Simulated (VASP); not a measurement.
**KTaO3 (cubic perovskite): gaps by functional in VASP**

```yaml
crystal:
  lattice:
    - [3.99013, 0.00000, 0.00000]
    - [0.00000, 3.99013, 0.00000]
    - [0.00000, 0.00000, 3.99013]
  atoms:
    - { symbol: K, position: [0.00000, 0.00000, 0.00000] }
    - { symbol: Ta, position: [0.50000, 0.50000, 0.50000] }
    - { symbol: O, position: [0.50000, 0.50000, 0.00000] }
    - { symbol: O, position: [0.50000, 0.00000, 0.50000] }
    - { symbol: O, position: [0.00000, 0.50000, 0.50000] }
```

All runs share this cell. Band v is the last that the valence electrons fill when counted band by band, and c is the next. A negative gap between them is a band overlap, as in a metal.

```csv
level,gap (eV),least direct gap (eV),pressure (GPa)
PBE,2.17,2.79,5.8
r²SCAN,2.59,3.25,0.9
LDA,2.02,2.64,-4.7
PBEsol,2.08,2.70,0.0
PBE with spin–orbit coupling,2.00,2.56,–
```
